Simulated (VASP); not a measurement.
Write the native input for VASP 6.6.1 that does the following.

```yaml
Task: single point
Functional: PBE
Potentials_or_basis: VASP PAW PBE potentials, release 64 (Te_GW, Sn_d_GW)
Cutoff: 450 eV
k_mesh: 4 × 4 × 4
Occupations: gaussian, width 0.02 eV
Spin: no spin polarisation
Further_INCAR_settings: ALGO = Normal; EDIFF = 1e-06; NBANDS = 17
```

The structure of SnTe lies in POSCAR:

```
SnTe
1.0
    3.9047000000      0.0000000000      0.0000000000
    0.0000000000      3.9047000000      0.0000000000
    0.0000000000      0.0000000000      3.9047000000
Te Sn
1 1
Direct
    0.5000000000      0.5000000000      0.5000000000
    0.0000000000      0.0000000000      0.0000000000
```

Measurements of this composition are mostly on another form, of space group No. 225.

One way to write it, as run:

INCAR

```
ALGO = Normal
EDIFF = 1E-6
ENCUT = 450
GGA = PE
ISIF = 2
ISMEAR = 0
LASPH = True
LCHARG = False
LREAL = False
LWAVE = False
NBANDS = 17
NELM = 100
PREC = Accurate
SIGMA = 0.02
```

KPOINTS

```
k-points
0
Gamma
  4 4 4
```

Potentials or basis: VASP PAW PBE potentials, release 64 (Te_GW, Sn_d_GW).

Command:

```bash
$ cat potpaw_PBE.64/Te_GW/POTCAR potpaw_PBE.64/Sn_d_GW/POTCAR > POTCAR
$ mpirun -np 1 vasp_std > vasp.out
```

It gave:

```json
{"Pressure": "-0.7 GPa", "Band gap on the k mesh": "none (metal or under the smearing width)"}
```

Caveat: the k mesh is coarse (spacing up to 0.40 Å⁻¹), so the values aren't converged.

Run time: 20 s on 1 thread of Intel(R) Xeon(R) Platinum 8488C (Sapphire Rapids) (shared host), peak memory 0.16 GiB.
